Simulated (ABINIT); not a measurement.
# SiC (Moissanite) (P6_3mc) in ABINIT: settings compared

One crystal, SiC (Moissanite), is run at these levels: PBE, LDA; tasks: single point.

Everything below comes from runs of ABINIT 10.8.3 (patched build). Logs are shortened: lines on timing, memory, paths and dates and some standing lists are left out, and cuts for length are marked. The log counts tension as positive stress, the text compression.

### Step 1. Starting point

It takes space group P6_3mc (No. 186, hexagonal). The conventional cell has a = 3.076 Å, b = 3.076 Å, c = 5.048 Å, α = 90.00°, β = 90.00°, γ = 120.00°. Si (site symmetry 3m) has 4 C at 1.87 to 1.94 Å as nearest neighbours. C (site symmetry 3m) has 4 Si at 1.87 to 1.94 Å as nearest neighbours.

### Step 2. Single point, PBE

run.abi reads:

```
pp_dirpath "./"
pseudos "Si.upf, C.upf"

acell 3*1.0
rprim
     5.8127975593     0.0000000000     0.0000000000
    -2.9063987797     5.0340303534     0.0000000000
     0.0000000000     0.0000000000     9.5393374771
ntypat 2
znucl 14 6
natom 4
typat 1 1 2 2
xred
     0.6666666667     0.3333333333     0.5000000000
     0.3333333333     0.6666666667     0.0000000000
     0.6666666667     0.3333333333     0.8850000000
     0.3333333333     0.6666666667     0.3850000000

ecut 37.0

kptopt 1
ngkpt 8 8 4
nshiftk 1
shiftk 0.0 0.0 0.0

ixc 11

nband 12
occopt 3
tsmear 0.00183747

nstep 100
tolvrs 1.0e-10

iomode 3
prtwf 0
prtden 0
prteig 0
prtebands 0
```

Potentials or basis: PseudoDojo NC SR PBE v0.4.1 standard.

The run is started by

```sh
abinit run.abi > log 2>&1
```

run.abo:

```text
.Version 10.8.3 of ABINIT
 Symmetries : space group P6_3 m c (#186); Bravais hP (primitive hexag.)
================================================================================
 Values of the parameters that define the memory need of the present run
     intxc =       0    ionmov =       0      iscf =       7    lmnmax =       6
     lnmax =       6     mgfft =      54  mpssoang =       3    mqgrid =    3001
     natom =       4  nloc_mem =       1    nspden =       1   nspinor =       1
    nsppol =       1      nsym =      12    n1xccc =    2501    ntypat =       2
    occopt =       3   xclevel =       2
       mpw =        3024          nfft =       55296          nkpt =          30
================================================================================
================================================================================

--------------------------------------------------------------------------------
------------- Echo of variables that govern the present computation ------------
--------------------------------------------------------------------------------
 -outvars: echo values of preprocessed input variables --------
            acell      1.0000000000E+00  1.0000000000E+00  1.0000000000E+00 Bohr
              amu      2.80855000E+01  1.20110000E+01
             ecut      3.70000000E+01 Hartree
              ixc          11
         kptrlatt        8    0    0      0    8    0      0    0    4
          kptrlen      3.81573499E+01
            natom           4
            nband          12
            ngfft          32      32      54
             nkpt          30
            nstep         100
             nsym          12
           ntypat           2
           occopt           3
           prtden           0
        prtebands           0
           prteig           0
            prtwf           0
            rprim      5.8127975593E+00  0.0000000000E+00  0.0000000000E+00
                      -2.9063987797E+00  5.0340303534E+00  0.0000000000E+00
                       0.0000000000E+00  0.0000000000E+00  9.5393374771E+00
          spgroup         186
           tolvrs      1.00000000E-10
           tsmear      1.83747000E-03 Hartree
            typat      1  1  2  2
           xangst      1.5379999989E+00  8.8796471340E-01  2.5239999983E+00
                      -1.7639298728E-11  1.7759294268E+00  0.0000000000E+00
                       1.5379999989E+00  8.8796471340E-01  4.4674799970E+00
                      -1.7639298728E-11  1.7759294268E+00  1.9434799987E+00
            xcart      2.9063987796E+00  1.6780101178E+00  4.7696687386E+00
                      -3.3333443650E-11  3.3560202356E+00  0.0000000000E+00
                       2.9063987796E+00  1.6780101178E+00  8.4423136672E+00
                      -3.3333443650E-11  3.3560202356E+00  3.6726449287E+00
             xred      6.6666666667E-01  3.3333333333E-01  5.0000000000E-01
                       3.3333333333E-01  6.6666666667E-01  0.0000000000E+00
                       6.6666666667E-01  3.3333333333E-01  8.8500000000E-01
                       3.3333333333E-01  6.6666666667E-01  3.8500000000E-01
            znucl       14.00000    6.00000

================================================================================

 chkinp: Checking input parameters for consistency.

================================================================================
== DATASET  1 ==================================================================

--- !DatasetInfo
iteration_state: {dtset: 1, }
dimensions: {natom: 4, nkpt: 30, mband: 12, nsppol: 1, nspinor: 1, nspden: 1, mpw: 3024, }
cutoff_energies: {ecut:  37.0, pawecutdg:  -1.0, }
electrons: {nelect:   1.60000000E+01, charge:   0.00000000E+00, occopt:   3.00000000E+00, tsmear:   1.83747000E-03, }
meta: {optdriver: 0, ionmov: 0, optcell: 0, iscf: 7, paral_kgb: 0, }
...

 Exchange-correlation functional for the present dataset will be:
  GGA: Perdew-Burke-Ernzerhof functional - ixc=11
  J.P.Perdew, K.Burke, M.Ernzerhof, PRL 77, 3865 (1996)

 Real(R)+Recip(G) space primitive vectors, cartesian coordinates (Bohr,Bohr^-1):
 R(1)=  5.8127976  0.0000000  0.0000000  G(1)=  0.1720342  0.0993240  0.0000000
 R(2)= -2.9063988  5.0340304  0.0000000  G(2)=  0.0000000  0.1986480  0.0000000
 R(3)=  0.0000000  0.0000000  9.5393375  G(3)=  0.0000000  0.0000000  0.1048291
 Unit cell volume ucvol=  2.7913818E+02 bohr^3
 Angles (23,13,12)=  9.00000000E+01  9.00000000E+01  1.20000000E+02 degrees

 getcut: wavevector=  0.0000  0.0000  0.0000  ngfft=  32  32  54
         ecut(hartree)=     37.000   => boxcut(ratio)=   2.01048

--- Pseudopotential description ------------------------------------------------
- pspini: atom type   1  psp file is ./Si.upf
12 -101130 2 -1 1510                          pspcod,pspxc,lmax,lloc,mmax
     nproj     2     2     2

- pspini: atom type   2  psp file is ./C.upf
12 -101130 1 -1 1248                          pspcod,pspxc,lmax,lloc,mmax
     nproj     2     2     0

   4.37013837E+02                                ecore*ucvol(ha*bohr**3)
--------------------------------------------------------------------------------

================================================================================

--- !BeginCycle
iteration_state: {dtset: 1, }
solver: {iscf: 7, nstep: 100, nline: 4, wfoptalg: 0, }
tolerances: {tolvrs: 1.00E-10, }
...

     iter   Etot(hartree)      deltaE(h)  residm     vres2
 ETOT  1  -20.339011223289    -2.034E+01 4.399E-02 5.972E+02
 ETOT  2  -20.459706282534    -1.207E-01 1.887E-02 2.546E+02
 ETOT  3  -20.537726527155    -7.802E-02 1.002E-02 1.778E-01
 ETOT  4  -20.537834256350    -1.077E-04 2.674E-03 1.353E-02
 ETOT  5  -20.537836829283    -2.573E-06 7.772E-04 3.479E-04
 ETOT  6  -20.537836864185    -3.490E-08 6.579E-04 6.095E-06
 ETOT  7  -20.537836865769    -1.584E-09 2.115E-04 9.062E-08
 ETOT  8  -20.537836865779    -9.631E-12 2.811E-04 5.326E-09
 ETOT  9  -20.537836865780    -1.361E-12 1.564E-04 1.019E-10
 ETOT 10  -20.537836865780     1.421E-14 1.669E-04 1.133E-12

 At SCF step   10       vres2   =  1.13E-12 < tolvrs=  1.00E-10 =>converged.

 Cartesian components of stress tensor (hartree/bohr^3)
  sigma(1 1)= -1.72779158E-04  sigma(3 2)=  0.00000000E+00
  sigma(2 2)= -1.72779158E-04  sigma(3 1)=  0.00000000E+00
  sigma(3 3)= -3.84316867E-06  sigma(2 1)=  5.39911680E-14

--- !ResultsGS
iteration_state: {dtset: 1, }
comment   : Summary of ground state results
lattice_vectors:
- [  5.8127976,   0.0000000,   0.0000000, ]
- [ -2.9063988,   5.0340304,   0.0000000, ]
- [  0.0000000,   0.0000000,   9.5393375, ]
lattice_lengths: [   5.81280,    5.81280,    9.53934, ]
lattice_angles: [ 90.000,  90.000, 120.000, ] # degrees, (23, 13, 12)
lattice_volume:   2.7913818E+02
convergence: {deltae:  1.421E-14, res2:  1.133E-12, residm:  1.669E-04, diffor: null, }
etotal    :  -2.05378369E+01
entropy   :   0.00000000E+00
fermie    :   3.08243896E-01
cartesian_stress_tensor: # hartree/bohr^3
- [ -1.72779158E-04,   5.39911680E-14,   0.00000000E+00, ]
- [  5.39911680E-14,  -1.72779158E-04,   0.00000000E+00, ]
- [  0.00000000E+00,   0.00000000E+00,  -3.84316867E-06, ]
pressure_GPa:   3.4266E+00
xred      :
- [  6.6667E-01,   3.3333E-01,   5.0000E-01, Si]
- [  3.3333E-01,   6.6667E-01,   0.0000E+00, Si]
- [  6.6667E-01,   3.3333E-01,   8.8500E-01,  C]
- [  3.3333E-01,   6.6667E-01,   3.8500E-01,  C]
cartesian_forces: # hartree/bohr
- [  1.62129477E-28,   8.02332833E-29,   1.47304470E-02, ]
- [  1.62129477E-28,  -8.02332833E-29,   1.47304470E-02, ]
- [ -2.54774892E-28,   1.06977711E-28,  -1.47304470E-02, ]
- [ -6.94840616E-29,  -1.06977711E-28,  -1.47304470E-02, ]
force_length_stats: {min:   1.47304470E-02, max:   1.47304470E-02, mean:   1.47304470E-02, }
...

 Integrated electronic density in atomic spheres:
 ------------------------------------------------
 Atom  Sphere_radius  Integrated_density
    1        2.00000          1.94668612
    2        2.00000          1.94668612
    3        2.00000          4.24949929
    4        2.00000          4.24949929
================================================================================

 ----iterations are completed or convergence reached----

 Mean square residual over all n,k,spin=   15.313E-07; max=  16.691E-05
 reduced coordinates (array xred) for    4 atoms
       0.666666666667      0.333333333333      0.500000000000
       0.333333333333      0.666666666667      0.000000000000
       0.666666666667      0.333333333333      0.885000000000
       0.333333333333      0.666666666667      0.385000000000
 rms dE/dt=  8.1129E-02; max dE/dt=  1.4052E-01; dE/dt below (all hartree)
    1      -0.000000000000     -0.000000000000     -0.140518818396
    2      -0.000000000000     -0.000000000000     -0.140518818396
    3       0.000000000000     -0.000000000000      0.140518591432
    4       0.000000000000     -0.000000000000      0.140518591432

 cartesian coordinates (angstrom) at end:
    1      1.53799999893485     0.88796471340201     2.52399999828481
    2     -0.00000000001764     1.77592942680403     0.00000000000000
    3      1.53799999893485     0.88796471340201     4.46747999696411
    4     -0.00000000001764     1.77592942680403     1.94347999867930

 cartesian forces (hartree/bohr) at end:
    1      0.00000000000000     0.00000000000000     0.01473044697825
    2      0.00000000000000    -0.00000000000000     0.01473044697825
    3     -0.00000000000000     0.00000000000000    -0.01473044697825
    4     -0.00000000000000    -0.00000000000000    -0.01473044697825
 frms,max,avg= 8.5046275E-03 1.4730447E-02   0.000E+00  0.000E+00  1.190E-08 h/b

 cartesian forces (eV/Angstrom) at end:
    1      0.00000000000000     0.00000000000000     0.75747003898576
    2      0.00000000000000    -0.00000000000000     0.75747003898576
    3     -0.00000000000000     0.00000000000000    -0.75747003898576
    4     -0.00000000000000    -0.00000000000000    -0.75747003898576
 frms,max,avg= 4.3732553E-01 7.5747004E-01   0.000E+00  0.000E+00  6.117E-07 e/A
 length scales=  1.000000000000  1.000000000000  1.000000000000 bohr
              =  0.529177210544  0.529177210544  0.529177210544 angstroms
 Fermi (or HOMO) energy (hartree) =   0.30824   Average Vxc (hartree)=  -0.41468
 Eigenvalues (hartree) for nkpt=  30  k points:
 kpt#   1, nband= 12, wtk=  0.00391, kpt=  0.0000  0.0000  0.0000 (reduced coord)
  -0.31583   -0.18713   -0.05748    0.20500    0.20500    0.25211    0.25211    0.26223
   0.43206    0.48343    0.50153    0.50153
      occupation numbers for kpt#   1
   2.00000    2.00000    2.00000    2.00000    2.00000    2.00000    2.00000    2.00000
   0.00000    0.00000    0.00000    0.00000
 prteigrs : prtvol=0 or 1, do not print more k-points.

--- !EnergyTerms
iteration_state     : {dtset: 1, }
comment             : Components of total free energy in Hartree
kinetic             :  1.17940127786741E+01
hartree             :  2.37369132052895E+00
xc                  : -7.56268613484071E+00
Ewald energy        : -2.08945946025854E+01
psp_core            :  1.56558245920616E+00
local_psp           : -8.33228525334829E+00
non_local_psp       :  5.18442566585018E-01
internal            : -2.05378368657801E+01
'-kT*entropy'       : -1.21890113118470E-14
total_energy        : -2.05378368657802E+01
total_energy_eV     : -5.58863011611692E+02
band_energy         :  5.53619506609190E-01
...

 Cartesian components of stress tensor (hartree/bohr^3)
  sigma(1 1)= -1.72779158E-04  sigma(3 2)=  0.00000000E+00
  sigma(2 2)= -1.72779158E-04  sigma(3 1)=  0.00000000E+00
  sigma(3 3)= -3.84316867E-06  sigma(2 1)=  5.39911680E-14

-Cartesian components of stress tensor (GPa)         [Pressure=  3.4266E+00 GPa]
- sigma(1 1)= -5.08333832E+00  sigma(3 2)=  0.00000000E+00
- sigma(2 2)= -5.08333832E+00  sigma(3 1)=  0.00000000E+00
- sigma(3 3)= -1.13069926E-01  sigma(2 1)=  1.58847501E-09

== END DATASET(S) ==============================================================
================================================================================

 -outvars: echo values of variables after computation  --------
            acell      1.0000000000E+00  1.0000000000E+00  1.0000000000E+00 Bohr
           etotal     -2.0537836866E+01
            fcart      1.6212947698E-28  8.0233283299E-29  1.4730446978E-02
                       1.6212947698E-28 -8.0233283296E-29  1.4730446978E-02
                      -2.5477489240E-28  1.0697771106E-28 -1.4730446978E-02
                      -6.9484061565E-29 -1.0697771106E-28 -1.4730446978E-02
            rprim      5.8127975593E+00  0.0000000000E+00  0.0000000000E+00
                      -2.9063987797E+00  5.0340303534E+00  0.0000000000E+00
                       0.0000000000E+00  0.0000000000E+00  9.5393374771E+00
           strten     -1.7277915774E-04 -1.7277915772E-04 -3.8431686688E-06
                       0.0000000000E+00  0.0000000000E+00  5.3991168049E-14
           xangst      1.5379999989E+00  8.8796471340E-01  2.5239999983E+00
                      -1.7639298728E-11  1.7759294268E+00  0.0000000000E+00
                       1.5379999989E+00  8.8796471340E-01  4.4674799970E+00
                      -1.7639298728E-11  1.7759294268E+00  1.9434799987E+00
             xred      6.6666666667E-01  3.3333333333E-01  5.0000000000E-01
                       3.3333333333E-01  6.6666666667E-01  0.0000000000E+00
                       6.6666666667E-01  3.3333333333E-01  8.8500000000E-01
                       3.3333333333E-01  6.6666666667E-01  3.8500000000E-01
 Calculation completed.
```

Wall time 31 s (1 thread of Intel Xeon at 2.70GHz, shared host); peak memory 0.08 GiB.

Results:

```
Free energy                                           : -558.8630 eV
Pressure                                              : 3.4 GPa
Largest force                                         : 0.757 eV/Å
Band gap on the k mesh                                : 2.59 eV, indirect (least direct gap 4.09 eV)
Valence electrons inside the program's atomic spheres : Si 1.95; C 4.25
```

Forces in eV/Å, atoms in the order of the input:
```
Si   0.000  0.000  0.757
Si   0.000  0.000  0.757
C    0.000  0.000 -0.757
C    0.000  0.000 -0.757
```

Stress tensor (GPa, compression positive):
```
5.08 0.00 0.00
0.00 5.08 0.00
0.00 0.00 0.11
```

A k mesh can miss the band edges.

(Part 1 of 2 ends here.)
